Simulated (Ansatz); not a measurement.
# TaN: the cost of one run

Method: DFT PBE, scalar-relativistic, plane waves, PAW, in Ansatz 0.2.0.

### Step 1. Starting point

It takes space group Immm (No. 71, orthorhombic). Conventional cell: a = 3.984 Å, b = 4.081 Å, c = 4.106 Å, α = 90.00°, β = 90.00°, γ = 90.00°. Ta (site symmetry mmm) is surrounded by 2 N at 2.04 Å. N (site symmetry mmm) is surrounded by 2 Ta at 2.04 Å.

Structure file:

```xyz
2
Lattice="-1.9919 2.0404 2.0531 1.9919 -2.0404 2.0531 1.9919 2.0404 -2.0531" Properties=species:S:1:pos:R:3 pbc="T T T"
Ta    0.0000    0.0000    0.0000
N     0.0000    2.0404    0.0000
```

The cell is invented: random cell by space group and Wyckoff sites (Immm, No. 71). Lengths come from tabulated atomic sizes and are only a guess.

### Step 2. Probe: one point on a coarse mesh

input.yaml

```yaml
crystal:
  lattice:
    - [-1.99188275, 2.04035094, 2.05310321]
    - [1.99188275, -2.04035094, 2.05310321]
    - [1.99188275, 2.04035094, -2.05310321]
  atoms:
    - { symbol: Ta, position: [0.0, 0.0, 0.0] }
    - { symbol: "N", position: [0.5, 0.0, 0.5] }
basis:
  ecutwfc: 420
kpoints:
  mp_grid: { grid: [6, 6, 6] }
hamiltonian:
  xc: pbe
scf:
  occupations: { method: gaussian, width: 0.1 }
  lower_state_search: "off"
output:
  forces: true
  stress: true
  eigenvalues: true
```

On the command line:

```sh
> ansatz run input.yaml --threads 1 --pin off --max-ram 2560MiB --backend cpu --events-out ev --progress --plain --runs-dir out
```

What time and memory should one allow on 1 thread of Arm Neoverse V1, shared host?

About 1.2 s, with a peak of 0.28 GiB.
